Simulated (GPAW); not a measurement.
Here is a GPAW 26.7.0 calculation.

run.py

```python
from ase.dft.bandgap import bandgap
from ase.io import read, write
from ase.units import GPa
from gpaw import GPAW, PW

atoms = read('POSCAR')

calc = GPAW(mode=PW(600),
            xc='RPBE',
            kpts={'size': (7, 7, 7), 'gamma': True},
            occupations={'name': 'methfessel-paxton', 'order': 0, 'width': 0.1},
            nbands=24,
            convergence={'density': 1e-05, 'energy': 1e-05},
            maxiter=150,
            txt='gpaw.txt')
atoms.calc = calc
energy = atoms.get_potential_energy()
forces = atoms.get_forces()
stress = atoms.get_stress()
calc.write('gs.gpw')
write('result.traj', atoms)
print(f'Energy: {energy:.6f} eV')
print('Forces (eV/A):')
print(forces.round(4))
print('Stress (GPa):', (stress / GPa).round(3))
print('Fermi level:', round(calc.get_fermi_level(), 4), 'eV')
print(f'Gap: {bandgap(calc)[0]:.4f} eV, direct: {bandgap(calc, direct=True)[0]:.4f} eV')
```

File POSCAR:

```
Sn
1.0
    0.0000000000      3.2333428000      3.2333428000
    3.2333428000      0.0000000000      3.2333428000
    3.2333428000      3.2333428000      0.0000000000
Sn
2
Direct
    0.7500000000      0.7500000000      0.7500000000
    0.5000000000      0.5000000000      0.5000000000
```

Potentials or basis: the program's PAW data sets (release 1.2.1) made for this functional, pw.

Run with:

```console
$ OMP_NUM_THREADS=1 python run.py
```

(1) Estimate the band gap on the k mesh.

(2) Predict the pressure.

Answers

(1) none (metal or under the smearing width).

(2) 4.9 GPa.
